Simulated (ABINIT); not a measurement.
Crystal: BaS.

```
Ba S
1.0
     0.00000    3.19375    3.19375
     3.19375    0.00000    3.19375
     3.19375    3.19375    0.00000
Ba S
1 1
Direct
  0.00000 0.00000 0.00000
  0.50000 0.50000 0.50000
```

Base run:

- Program: ABINIT 10.8.3 (patched build)
- Functional: SOGGA
- Potentials or basis: JTH PAW PBE v2.0
- Cutoff: 544 eV
- k mesh: 7 × 7 × 7
- Occupations: fermi-dirac, width 0.05 eV
- Spin: no spin polarisation

Its results: band gap on the k mesh 2.03 eV, indirect (least direct gap 2.18 eV); pressure -1.1 GPa.

After a change of settings the same cell gave: band gap on the k mesh 2.15 eV, indirect (least direct gap 2.30 eV); pressure 0.0 GPa. Which change was it?
A. functional from SOGGA to BP86; spin from no spin polarisation to spin-orbit coupling, no magnetisation
B. functional from SOGGA to AM05
C. functional from SOGGA to LDA; potentials or basis from JTH PAW PBE v2.0 to JTH PAW LDA v2.0
D. functional from SOGGA to PBEsol; potentials or basis from JTH PAW PBE v2.0 to PseudoDojo NC SR PBEsol v0.4 stringent; cutoff from 544 eV to 762 eV

B.

Caveats: this set's barium file shifts pressures by 1.5 GPa and gaps by 0.1 eV against other sets; the PAW data sets were made with another functional, which shifts forces and pressure a little; spin-orbit coupling is left out, which moves the levels of the heavy elements.
